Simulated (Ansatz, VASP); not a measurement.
InP in VASP and in Ansatz

```
In P
1.0
     0.00000    2.93050    2.93050
     2.93050    0.00000    2.93050
     2.93050    2.93050    0.00000
In P
1 1
Cartesian
  0.0000 0.0000 0.0000
  4.3957 4.3957 4.3957
```

Alike in both runs: functional LDA; k mesh 6 × 6 × 6; occupations fermi-dirac, width 0.05 eV; no spin polarisation.

|  | VASP | Ansatz |
| --- | --- | --- |
| version | VASP 6.6.1 | Ansatz 0.2.0 |
| potentials or method | VASP PAW LDA potentials, release 64 (In_d, P), cutoff 520 eV | all-electron LAPW, scalar-relativistic |
| task | single point | band structure |

|  | VASP | Ansatz | Ansatz less VASP |
| --- | --- | --- | --- |
| gap on the k mesh at the Fermi level (eV) | 0.51 | 0.48 | -0.031 |
| least direct gap on the mesh (eV) | 0.51 | 0.48 | -0.031 |
| pressure (GPa) | -1.2 | -1.2 | -0.01 |

Ansatz ran all-electron here, so the differences hold the error of VASP's frozen core and of both bases.

Caveats: spin-orbit coupling is left out, which moves the levels of the heavy elements. As with any semilocal functional, this LDA gap is likely too small.
